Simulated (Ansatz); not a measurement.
## Cu: pressure against volume per atom

Equation of state of a cubic crystal from periodic Kohn-Sham density functional theory without spin; pressure corrected for the finite basis. The results are calculated, by Ansatz 0.2.0 development build.

Cell of the first row (space group Fd-3m, No. 227):
```
CELL_PARAMETERS angstrom
0.00000 2.62210 2.62210
2.62210 0.00000 2.62210
2.62210 2.62210 0.00000
ATOMIC_POSITIONS crystal
Cu 0.00000 0.00000 0.00000
Cu 0.25000 0.25000 0.25000
```

Settings of every row: formula Cu; structure type diamond; functional PBE; spin treatment none; k mesh 18x18x18; occupation method fermi-dirac; occupation width 0.061225619 eV; wave cutoff 700 eV; datasets hand-made PAW; density cutoff ratio 4.

Limits: a cubic model structure, not a phase known at ambient conditions; the SCF threshold is loose for a stress in some rows.

| row | volume per atom (Å³) | pressure (GPa) | energy above lowest point (meV/atom) |
| --- | --- | --- | --- |
| 1 | 18.028 | 3.944 | 13.28 |
| 2 | 18.412 | 2.465 | 5.65 |
| 3 | 18.795 | 1.155 | 1.35 |
| 4 | 19.179 | ? | ? |
| 5 | 19.562 | -1.032 | 1.27 |
| 6 | 19.946 | -1.941 | 4.85 |

Question: what pressure should row 4 give?

Worked fit of pressure. Take u = (V_r/V)^(2/3) − 1 with V_r = 18.795 Å³ an atom, which is twice the finite (Eulerian) strain; such expansions in the strain, on which the Birch-Murnaghan equation of state is built, carry the rest volume and the bulk modulus. The shown rows have u = 0.02817, 0.01382, 0, -0.02631, -0.03885. Least squares give pressure = 1.156 + 90.838 × u + 287.42 × u² GPa; a straight line predicts inner rows, each left out in turn, worse (root mean square 0.14 against 0.0034 GPa). The rows lie off it by 0.001, -0.001, -0.001, 0.003, -0.002. The pressure vanishes at u = -0.0133, or V = 19.18 Å³ an atom, and there the bulk modulus at fixed shape and fractions is B = −V dP/dV = (2/3)(1 + u) dP/du = 54.7 GPa. The withheld row has u = -0.01339, so the fit gives 1.156 + 90.838 × (-0.01339) + 287.42 × (-0.01339)² = -0.009 GPa.

The calculation gave -0.005 GPa. The fit lies 0.004 GPa (80 % of the value, 0.068 % of the column's range) below it; its largest miss of a shown row is 0.003 GPa.

The other values of row 4: energy above lowest point 0 meV/atom.
